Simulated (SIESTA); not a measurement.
Runs of SIESTA 5.4.2 on Pd. The structure is cubic, space group Fm-3m (No. 225). Conventional cell: a = 3.893 Å, b = 3.893 Å, c = 3.893 Å, α = 90.00°, β = 90.00°, γ = 90.00°. Pd (site symmetry m-3m) is surrounded by 12 Pd at 2.75 Å. 

```csv
level,potentials or basis,gap on the mesh (eV),pressure (GPa)
PBE,"PseudoDojo 0.4 standard (PBE files), TZDP (energy shift 0.002 Ry)",none,(b)
LDA,"PseudoDojo 0.4 standard (LDA files), DZP (energy shift 0.002 Ry)",none,(a)
PBE,"PseudoDojo 0.4 standard (PBE files), DZ (energy shift 0.002 Ry)",none,4.3
PBE,"PseudoDojo 0.4 standard (PBE files), TZP (energy shift 0.002 Ry)",none,6.4
RPBE,"PseudoDojo 0.4 standard (PBE files), DZP (energy shift 0.002 Ry)",none,10.5
```

Alike in all rows: task band structure; no spin polarisation; cell as given; k mesh 12 × 12 × 12; smearing fermi-dirac 0.05 eV; grid cutoff 800 Ry; energy shift 0.002 Ry.

Task: Fill in the values left out.

Result: (a) -9.0; (b) 6.6.

Caveats: semicore shells carry a single zeta, which can move pressures by several GPa and volumes by a few percent; the basis of atomic orbitals isn't converged, which shifts pressures, moduli and gaps; the basis has no polarisation orbitals (some runs); the potentials were made for another functional, which shifts forces and pressure (some runs).

A k mesh can miss the band edges, and the runs leave out spin-orbit coupling on Pd.

A gap of «none» marks a metal or a gap under the smearing width.
